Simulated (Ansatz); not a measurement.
Method: DFT PBE, scalar-relativistic, plane waves, PAW in Ansatz 0.2.0. Settings: cutoff 420 eV, Γ-centred meshes spaced at most about 0.3 Å⁻¹, and about 0.25 Å⁻¹ or finer for metals (2π included), Gaussian smearing. No spin polarisation.

These are static total energies at zero pressure.

Question: Which of these relaxed structures of Lu is the lowest in energy?
A.

```cif
data_structure
_symmetry_space_group_name_H-M 'P6/mmm'
_symmetry_Int_Tables_number 191
_cell_length_a 3.3077
_cell_length_b 3.3077
_cell_length_c 3.2722
_cell_angle_alpha 90.000
_cell_angle_beta 90.000
_cell_angle_gamma 120.000
_cell_volume 31.00
loop_
_atom_site_label
_atom_site_type_symbol
_atom_site_symmetry_multiplicity
_atom_site_Wyckoff_symbol
_atom_site_fract_x
_atom_site_fract_y
_atom_site_fract_z
_atom_site_occupancy
Lu1 Lu 1 b 0.00000 0.00000 0.50000 1
```

B.

```cif
data_structure
_symmetry_space_group_name_H-M 'Pm-3m'
_symmetry_Int_Tables_number 221
_cell_length_a 3.2060
_cell_length_b 3.2060
_cell_length_c 3.2060
_cell_angle_alpha 90.000
_cell_angle_beta 90.000
_cell_angle_gamma 90.000
_cell_volume 32.95
loop_
_atom_site_label
_atom_site_type_symbol
_atom_site_symmetry_multiplicity
_atom_site_Wyckoff_symbol
_atom_site_fract_x
_atom_site_fract_y
_atom_site_fract_z
_atom_site_occupancy
Lu1 Lu 1 b 0.50000 0.50000 0.50000 1
```

Answer: A. The other, B, lies 0.36 eV/atom higher. Forms: A simple hexagonal type, P6/mmm; B simple cubic type, Pm-3m. Counting all near atoms (those within 1.25 times the shortest distance at each site): A has Lu 8; B has Lu 6. Both come from invented guesses. The lowest form computed isn't among them: it has the fcc type, space group Fm-3m (No. 225), 28.9 Å³/atom and lies 0.45 eV/atom below the best shown.

Cells relaxed within their symmetry can be saddle points. Some candidate types were left out of the draw beforehand, so a known form may be missing.
